An electron state in a crystal repeats the same orbital on every atom, with a phase that changes from atom to atom. The wave vector sets that phase. The table follows the levels of body-centred cubic molybdenum through seven wave vectors, in a density-functional calculation without spin-orbit coupling. The cell is squeezed a little below its starting volume.

SIRIUS 7.12.0, all-electron full-potential LAPW calculation with the AM05 functional for body-centred cubic molybdenum at 0.92 of its starting volume, without spin polarisation or spin-orbit coupling. The k mesh is 12×12×12, with cold smearing of 0.05 eV and IORA relativity for the valence electrons. Levels are counted from the Fermi energy.

```tsv
point a (reciprocal cell vector)	point b (reciprocal cell vector)	point c (reciprocal cell vector)	level under 4 (eV)	level under 3 (eV)	level under 2 (eV)	level under 1 (eV)	level over 1 (eV)	level over 2 (eV)
0.0000	0.0000	0.0000	-7.46	-1.46	-1.462	-1.462	1.792	1.792
0.0833	0.0833	0.0833	-34.39	-5.75	-2.327	-2.327	0.825	1.547
0.1667	0.1667	0.1667	-34.70	-3.36	-3.361	-2.849	2.265	2.265
-0.1667	0.1667	0.1667	-1.35	-1.35	-1.013	-0.331	2.893	17.615
-0.4167	-0.4167	0.2500	-34.98	-4.66	-4.660	-0.750	3.179	3.179
-0.3333	0.3333	0.3333	-35.17	-35.17	-4.621	-4.170	0.802	0.802
0.5000	0.5000	0.5000	-35.48	-35.48	-5.984	-5.984	4.452	4.452
```

The columns "point a", "point b" and "point c" give the wave vector in the reciprocal vectors of the one-atom cell. In cubic axes, with the cube edge $a$ and the unit $2\pi/a$, the first row is (0, 0, 0), called Γ, and the last is (1, 1, 1). The last is equivalent to (1, 0, 0), called H. Levels are ranked by closeness to the Fermi energy, the zero of the scale: "level under 1" is the highest filled level, "level over 1" the lowest empty one.

**(a) Identify the d levels at Γ and at H. What happens to their order, and why?**

*Solution.* Cubic symmetry sorts the five d orbitals into a triplet, $t_{2g}$, and a doublet, $e_g$. At Γ the triplet is filled at -1.46 eV and the doublet is empty at 1.79 eV. At H the doublet is filled at -5.98 eV and the triplet is empty at 4.45 eV; its third member lies beyond the last column. The order has reversed.

The reason lies in the phases. At Γ every atom carries its orbital with the same sign. At H the atoms at the cube corners carry one sign and those at the cube centres the other. Each atom has its eight nearest neighbours on the other set, so every bonding contact between nearest neighbours at Γ becomes antibonding at H, and the reverse.

The shapes of the orbitals decide who gains. The $t_{2g}$ orbitals can overlap head-on along the body diagonals, where the nearest neighbours sit, and with equal signs this overlap is bonding. The $e_g$ orbitals have nodes along these diagonals. They meet the nearest neighbours mainly side by side, and for d orbitals of equal sign such contact is antibonding. Γ therefore favours $t_{2g}$ and H favours $e_g$.

A fixed electric field of the surrounding ions could also separate the two sets, but it would do so in the same sense at every wave vector. The reversal in the table thus calls for a coupling between atoms that follows the phase. Spin-orbit coupling, which this calculation leaves out, would split the triplets. It acts mainly within each atom, so it cannot supply the reversal either.

**(b) The doublet and the triplet are 3.3 eV apart at Γ but 10.4 eV apart at H. Why is the separation so unequal?**

*Solution.* Nearest neighbours alone would give separations of equal size and opposite sign. The six second neighbours, one cube edge away, break this balance. They belong to the same set of atoms as the central one, so they stay in phase with it at both Γ and H. The $e_g$ lobes point straight at them and bond, while $t_{2g}$ meets them side by side and is pushed up. Second neighbours therefore favour $e_g$ at both points.

Let $S$ be the energy of $e_g$ less that of $t_{2g}$. Write $N$ for the part that changes sign between the two points and $F$ for the part that keeps it:

$$S_\Gamma = N + F = 3.25\ \text{eV}, \qquad S_H = -N + F = -10.44\ \text{eV}.$$

Half the difference gives $N = 6.8$ eV, and half the sum gives $F = -3.6$ eV. The two parts oppose each other at Γ and add up at H. Reading $N$ as nearest-neighbour coupling and $F$ mainly as second-neighbour coupling is an argument from tight-binding theory, which here neglects the overlap of orbitals on different atoms. $F$ also contains any fixed field of the ions.

Theory can estimate the ratio of the separations without using an energy from the table. In the canonical picture of d bands, the head-on, side-by-side and face-to-face couplings, $\sigma$, $\pi$ and $\delta$, stand as -6 : 4 : -1 and fall with distance as $R^{-5}$. Summing over the eight nearest neighbours gives

$$t_{2g}:\ \tfrac{8}{3}\sigma+\tfrac{16}{9}\pi+\tfrac{32}{9}\delta=-12.4, \qquad e_g:\ \tfrac{16}{3}\pi+\tfrac{8}{3}\delta=18.7,$$

so that $N = 18.7 + 12.4 = 31.1$ in relative units.

The six second neighbours give $4\pi+2\delta=14$ for $t_{2g}$ and $3\sigma+3\delta=-21$ for $e_g$, a difference of -35. They are farther away by a factor $2/\sqrt{3}$, which weakens the coupling to $(\sqrt{3}/2)^5=0.487$ of its nearest-neighbour strength. Hence $F=-17.0$, and

$$\frac{S_H}{S_\Gamma}=\frac{-31.1-17.0}{31.1-17.0}\approx-3.4.$$

The calculated levels give -3.2. Adding the third shell of neighbours moves the estimate to -3.0, so for this ratio the model is good to about a tenth, and closer agreement at any one cutoff has no special meaning. It explains the reversal and the imbalance from geometry. It does not give the strength of the coupling in electronvolts, nor the place of the s band. For another body-centred cubic metal with an open d shell, the same order at Γ and H is the natural first guess, with the Fermi energy placed according to the number of electrons.

**(c) How do the levels get from one order to the other, and why does the number of filled valence levels change on the way?**

*Solution.* First the columns must be turned into bands. The entries near -35 eV belong to the 4p shell, which lies about 27 eV below the bottom of the valence band at Γ. They enter the columns wherever fewer than four valence levels are filled. A jump from -7 to -34 eV down a column is thus a change of shell and not a steep band.

Rows 1, 2, 3, 5 and 7 can be placed on one straight line along the body diagonal, at 0, 1/6, 1/3, 5/6 and 1 of the way from Γ to H. The fifth must first be shifted by a reciprocal lattice vector and reflected in a cube plane, which leaves its levels unchanged. On this line both $t_{2g}$ and $e_g$ supply a doublet of the same symmetry. Such doublets can mix, so they exchange character instead of simply passing through each other. The lower one starts as part of $t_{2g}$ and ends as $e_g$, and it lies lower at each sampled point than at the one before, by 4.5 eV in all. The wide step between the third and fifth rows could still hide a turn in the levels.

The single levels on this line do the emptying. One leaves the $t_{2g}$ triplet and has risen above the Fermi energy by the second row. The lowest one begins at Γ as the s-like bottom of the band, at -7.46 eV, and ends in the empty triplet at H. At first it climbs because its in-phase s bonding is lost. Mixing between s and d orbitals of the same symmetry turns it into a d level on the way. Tight-binding theory puts much of the last, steep rise down to the d orbitals themselves. Shortly before H, coupling between different $t_{2g}$ orbitals on neighbouring atoms still holds this level down. At H that coupling cancels over the eight nearest neighbours, and symmetry also forbids any mixing with s and p orbitals. The level is left with the full antibonding energy of the triplet. The number of filled valence levels accordingly runs 4, 3, 3, 3, 2.

Rows 1, 4, 6 and 7 lead from Γ to H along the cube axis, and here the count runs 4, 5, 2, 2. At one third of the way, in the fourth row, at least one branch of the empty $e_g$ pair has come down below the Fermi energy while the $t_{2g}$ doublet is still filled. That makes five filled levels. The s-like one lies below the four that the columns show, as the continuity of the band from Γ requires. With the empty level at 2.89 eV, the one s and five d levels are complete, and 17.6 eV belongs to the next set of bands.

Three levels then empty: the $t_{2g}$ doublet and one single level. The doublet starts slowly. It rises by only 0.1 eV over the first third of the path, then by 2.2 and 3.7 eV. Tight-binding theory offers a reason. Moving away from Γ weakens the nearest-neighbour bonding, but it also relieves the antibonding side-by-side contact with second neighbours along the path. The two changes nearly cancel at first. Near H the second neighbours return to equal phase, and both effects push the doublet up.

Molybdenum has six valence electrons, enough to fill three levels on average over all wave vectors. The sampled points hold between two and five. Each change in this number means that a band crosses the Fermi energy, and that is what makes the crystal a metal. The reversal of the d levels between Γ and H is therefore not a detail far from the Fermi energy: it carries bands through it.
